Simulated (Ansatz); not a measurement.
Runs of Ansatz 0.2.0 on C. Symmetry: Fd-3m, No. 227, cubic system. Conventional cell: a = 3.567 Å, b = 3.567 Å, c = 3.567 Å, α = 90.00°, β = 90.00°, γ = 90.00°. Around C (site symmetry -43m) lie 4 C at 1.54 Å. This isn't the form of C at room conditions, which is graphite.

```csv
task,level,potentials or basis,spin,cell,k mesh,cutoff (eV),smearing,points for each segment of the path,screening (1/Å),share of exact exchange,mesh quality,gap on the mesh (eV),pressure (GPa),relaxed volume (Å³/atom)
relaxation of cell and atoms,HF,Ansatz PAW,off,relaxed,7 × 7 × 7,420,fermi-dirac 0.05 eV,-,-,-,coarse,(b),-,5.60
relaxation of cell and atoms,PBEsol+D3(BJ)+ATM,Ansatz PAW,off,relaxed,13 × 13 × 13,420,fermi-dirac 0.05 eV,-,-,-,not flagged,4.06,0.0,5.57
relaxation of cell and atoms,HSE03,Ansatz PAW,off,relaxed,7 × 7 × 7,420,fermi-dirac 0.05 eV,-,-,-,coarse,(c),-,(a)
band structure,PBE,Ansatz PAW polarizable,off,as given,13 × 13 × 13,420,fermi-dirac 0.05 eV,14,-,-,not flagged,4.15,1.8,-
single point,HSE06 form with a typed share of exact exchange,Ansatz PAW,off,as given,7 × 7 × 7,420,fermi-dirac 0.05 eV,-,0.6,0.25,coarse,4.71,-,-
Born charges and dielectric tensor,HSE06,Ansatz PAW polarizable,"collinear, program default start",as given,7 × 7 × 7,420,gaussian 0.01 eV,-,-,-,coarse,5.41,-,-
single point,PBE,Ansatz PAW,off,as given,13 × 13 × 13,600,fermi-dirac 0.05 eV,-,-,-,not flagged,4.15,1.8,-
```

Q: Fill in the values left out.

A: (a) 5.58; (b) 12.74; (c) 5.22.

Caveats: some runs use coarse meshes; odd divisions of the mesh miss points on the zone boundary, where band edges often lie, so the gap on the mesh can be too wide (some runs); the PAW data sets come from PBE, with cores solved anew for the run's functional, which leaves a small shift of forces and pressure (some runs); the plane-wave basis is chosen anew once the cell has moved, so the energies of steps on either side of that aren't comparable (some runs); the potentials were made for another functional, which shifts forces and pressure (some runs).

A k mesh can miss the band edges.

Not every run made on this cell is shown here.
